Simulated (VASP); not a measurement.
A run of VASP 6.6.1:

The input POSCAR:

```
Ir
1.0
    0.0000000000      1.9156000000      1.9156000000
    1.9156000000      0.0000000000      1.9156000000
    1.9156000000      1.9156000000      0.0000000000
Ir
1
Direct
    0.0000000000      0.0000000000      0.0000000000
```

File INCAR.step1:

```
PREC     = Accurate       # precision mode
ENCUT    = 550            # plane-wave cutoff, eV
EDIFF    = 1E-7           # SCF threshold, eV
ISMEAR   = 1              # smearing method
SIGMA    = 0.1            # smearing width, eV
LREAL    = F              # projectors in reciprocal space
LASPH    = T              # aspherical terms in the spheres
NELM     = 100            # most SCF steps
ALGO     = Normal         # electronic algorithm
ISIF     = 2              # what is computed and relaxed
LWAVE    = F              # write WAVECAR
LCHARG   = T              # write CHGCAR
LMAXMIX  = 4              # l up to which the mixer works
GGA      = RE             # functional
LUSE_VDW = T            
AGGAC    = 0.0          
NBANDS   = 14             # bands
```

The input KPOINTS.step1:

```
Automatic mesh
0
Gamma
  12 12 12
```

Contents of INCAR.step2:

```
PREC     = Accurate       # precision mode
ENCUT    = 550            # plane-wave cutoff, eV
EDIFF    = 1E-7           # SCF threshold, eV
ISMEAR   = -5             # smearing method
SIGMA    = 0.1            # smearing width, eV
LREAL    = F              # projectors in reciprocal space
LASPH    = T              # aspherical terms in the spheres
NELM     = 100            # most SCF steps
ALGO     = Normal         # electronic algorithm
ISIF     = 2              # what is computed and relaxed
LWAVE    = F              # write WAVECAR
LCHARG   = F              # write CHGCAR
LMAXMIX  = 4              # l up to which the mixer works
GGA      = RE             # functional
LUSE_VDW = T            
AGGAC    = 0.0          
LORBIT   = 10             # projections on sites
NBANDS   = 14             # bands
NEDOS    = 1001           # points of the DOS
ICHARG   = 11             # starting density
```

KPOINTS.step2

```
Automatic mesh
0
Gamma
  18 18 18
```

Potentials or basis: VASP PAW PBE potentials, release 64 (Ir_sv_GW).

Run with:

```sh
$ cat potpaw_PBE.64/Ir_sv_GW/POTCAR > POTCAR
$ cp INCAR.step1 INCAR
$ cp KPOINTS.step1 KPOINTS
$ mpirun -np 1 vasp_std > vasp.out
$ cp INCAR.step2 INCAR
$ cp KPOINTS.step2 KPOINTS
$ mpirun -np 1 vasp_std > vasp.out
```

Hardware: 1 thread of Intel(R) Xeon(R) Platinum 8559C (Emerald Rapids), with other jobs on the host.

**Question.** Estimate the wall time of this run.

**Answer.** Run time: 61 s on 1 thread of Intel(R) Xeon(R) Platinum 8559C (Emerald Rapids), with other jobs on the host, peak memory 0.28 GiB. Counts: scf iterations 6, k points 195.
